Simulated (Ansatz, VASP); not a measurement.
# Two plane-wave programs on AlGa3N4

```
CELL_PARAMETERS angstrom
4.46763 0.00000 0.00000
0.00000 4.46763 0.00000
0.00000 0.00000 4.46763
ATOMIC_POSITIONS crystal
Al 0.00000 0.00000 0.00000
Ga 0.50000 0.50000 0.00000
Ga 0.50000 0.00000 0.50000
Ga 0.00000 0.50000 0.50000
N 0.75503 0.75503 0.24497
N 0.75503 0.24497 0.75503
N 0.24497 0.75503 0.75503
N 0.24497 0.24497 0.24497
```

Alike in both runs: functional PBEsol; k mesh 6 × 6 × 6; occupations gaussian, width 0.02 eV; no spin polarisation.

Ansatz relaxed the structure, and its values are those at the end. VASP's run is a single point on that final structure, the one shown.

```csv
,VASP,Ansatz
version,VASP 6.6.1,Ansatz 0.2.0
potentials or method,"VASP PAW PBE potentials, release 64 (Al, Ga_d, N)","scalar-relativistic, plane waves, PAW"
plane-wave cutoff (eV),520,420
valence electrons in the cell,62,62
```

```tsv
	VASP	Ansatz	Ansatz less VASP
gap on the k mesh at the Fermi level (eV)	2.31	2.29	-0.020
least direct gap on the mesh (eV)	2.31	2.29	-0.020
pressure (GPa)	-0.2	0.0	+0.16
rms of the force components (eV/Å)	0.003	0.000	-0.0035
```

The functional is the same, so the differences come from potentials, cutoffs and numerics.

Caveats: the PAW data sets were made with another functional, which shifts forces and pressure a little (VASP). As with any semilocal functional, this PBEsol gap is likely too small.
